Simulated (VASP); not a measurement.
**PtS2: single point with PBE+U**

The system is PtS2.

```
Pt S
1.0
     3.11651   -1.91048    0.00000
     3.11651    1.91048    0.00000
    -0.00307    0.00000    4.39494
Pt S
1 2
Cartesian
  0.0000 0.0000 0.0000
  4.2868 0.0000 1.2697
  1.9431 0.0000 3.1252
```

The cell was built by a generator and isn't the measured one.

```yaml
Program: VASP 6.6.1
Task: single point
Functional: PBE
Potentials_or_basis: VASP PAW PBE potentials, release 64 (Pt, S)
Cutoff: 520 eV
k_mesh: 6 × 6 × 4
Occupations: gaussian, width 0.05 eV
Spin: collinear spin, ferromagnetic start
Starting_moments: "[0.5, 0.0, 0.0] μB"
Hubbard_terms: Pt d U = 2 eV
Further_INCAR_settings: ALGO = Normal; EDIFF = 1e-06; NBANDS = 22
```

```json
{
  "Pressure": "-5.3 GPa",
  "Largest force": "1.432 eV/Å",
  "Band gap on the k mesh": "none (metal or under the smearing width)",
  "Net moment": "0.00 μB per cell",
  "Valence electrons inside the program's atomic spheres": "Pt 9.36; S 3.57"
}
```

Forces in eV/Å, atoms in the order of the input:
```
Pt   0.000  0.000  0.000
S   -0.950  0.000 -1.072
S    0.950  0.000  1.072
```

Stress tensor (GPa, compression positive):
```
 -0.81   0.00  -6.88
  0.00 -13.87   0.00
 -6.88   0.00  -1.07
```

Levels at points of the mesh, in eV from the Fermi level:
Spin up:
```tsv
k point	band 8	band 9	band 10	band 11	band 12	band 13	band 14	band 15
(0.00, 0.00, 0.00)	-2.20	-1.43	-0.61	0.05	0.46	1.11	3.95	4.88
(0.50, 0.00, 0.00)	-3.20	-3.00	-2.72	-2.64	0.44	2.71	6.26	7.37
(0.50, 0.50, 0.00)	-3.46	-3.27	-2.57	-2.53	1.29	2.31	5.43	6.44
(0.00, 0.00, 0.50)	-2.74	-2.46	-1.88	-1.65	2.27	2.47	6.01	6.94
(0.50, 0.00, 0.50)	-2.99	-2.87	-2.15	-0.34	0.41	1.97	5.06	5.38
(0.50, 0.50, 0.50)	-3.26	-2.68	-2.30	-1.58	-0.11	1.53	6.15	6.21
```
Spin down:
| k point | band 7 | band 8 | band 9 | band 10 | band 11 | band 12 | band 13 | band 14 | band 15 | band 16 |
| --- | --- | --- | --- | --- | --- | --- | --- | --- | --- | --- |
| (0.00, 0.00, 0.00) | -3.62 | -2.20 | -1.43 | -0.61 | 0.05 | 0.46 | 1.11 | 3.95 | 4.88 | 6.69 |
| (0.50, 0.00, 0.00) | -3.62 | -3.20 | -3.00 | -2.72 | -2.64 | 0.44 | 2.71 | 6.26 | 7.37 | 7.85 |
| (0.50, 0.50, 0.00) | -3.93 | -3.46 | -3.27 | -2.57 | -2.53 | 1.29 | 2.31 | 5.43 | 6.44 | 6.86 |
| (0.00, 0.00, 0.50) | -3.63 | -2.74 | -2.46 | -1.88 | -1.65 | 2.27 | 2.47 | 6.01 | 6.94 | 7.33 |
| (0.50, 0.00, 0.50) | -3.26 | -2.99 | -2.87 | -2.15 | -0.34 | 0.41 | 1.97 | 5.06 | 5.38 | 8.59 |
| (0.50, 0.50, 0.50) | -3.32 | -3.26 | -2.68 | -2.30 | -1.58 | -0.11 | 1.53 | 6.15 | 6.21 | 9.25 |

Eigenvalues of the final occupation matrices:
| site | spin | trace | eigenvalues |
| --- | --- | --- | --- |
| site 1 d | 1 | 4.08 | 0.66 0.70 0.90 0.90 0.91 |
| site 1 d | 2 | 4.08 | 0.66 0.70 0.90 0.90 0.91 |

It took 77 s on 1 thread of Intel(R) Xeon(R) Platinum 8259CL CPU @ 2.50GHz (Skylake/Cascade Lake) (shared host), peak memory 0.24 GiB.

Caveat: forces of over 1 eV/Å show positions far from the minimum, so gaps and moduli don't describe the material at rest. The run has no spin-orbit coupling, so splittings on Pt are missing.
